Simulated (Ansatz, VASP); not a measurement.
## Two plane-wave programs on Pb

The input INCAR:

```
  ALGO = Normal
  EDIFF = 1E-7
  EDIFFG = -0.01
  ENCUT = 600
  GGA = CA
  IBRION = 2
  ISIF = 3
  ISMEAR = -1
  LASPH = T
  LCHARG = F
  LREAL = F
  LWAVE = F
  NELM = 80
  NSW = 80
  PREC = Accurate
  SIGMA = 0.1
```

Contents of KPOINTS:

```
k-points
0
Gamma
  11 11 11
```

File POSCAR:

```
Pb
1.0
    0.0000000000      2.4752500000      2.4752500000
    2.4752500000      0.0000000000      2.4752500000
    2.4752500000      2.4752500000      0.0000000000
Pb
1
Direct
    0.0000000000      0.0000000000      0.0000000000
```

Input for Ansatz:

```yaml
crystal:
  lattice:
    - [0.0, 2.47525, 2.47525]
    - [2.47525, 0.0, 2.47525]
    - [2.47525, 2.47525, 0.0]
  atoms:
    - { symbol: Pb, position: [0.0, 0.0, 0.0] }
hamiltonian:
  xc: lda
  pseudopotentials:
    kind: paw
    azcp:
      Pb: "pseudopotentials/Pb.paw.azcp"
basis:
  ecutwfc: 420
  fft_grid_basis: typed
kpoints:
  mp_grid: { grid: [11, 11, 11], shift: [0, 0, 0] }
magnetization:
  spin_polarized: false
scf:
  occupations: { method: fermi_dirac, width: 0.1 }
relax:
  max_steps: 60
  f_tol: 0.01
  cell: {}
```

Alike in both runs: task relaxation of cell and atoms; functional LDA; k mesh 11 × 11 × 11; occupations fermi-dirac, width 0.1 eV; no spin polarisation.

|  | VASP | Ansatz |
| --- | --- | --- |
| version | VASP 6.6.1 | Ansatz 0.2.0 |
| potentials or method | VASP PAW LDA potentials, release 64 (Pb_d) | plane waves (420 eV) with PAW, scalar-relativistic |
| plane-wave cutoff (eV) | 600 | 420 |
| valence electrons in the cell | 14 | 14 |

VASP gave:

- relaxed volume (Å³/atom): 29.04
- relaxed cell length with the largest relative difference (Å): 3.450
- energy change over the relaxation (meV/atom): -9

Q: Estimate Ansatz's values.

A: Relaxed volume (Å³/atom): 28.97; relaxed cell length with the largest relative difference (Å): 3.447; energy change over the relaxation (meV/atom): -10.

Ansatz warned: «pseudo_functional_mismatch».

Spin-orbit coupling is left out, which matters for the levels of Pb. Zero-point motion and thermal expansion aren't in these numbers. LDA usually gives volumes a few per cent too small.
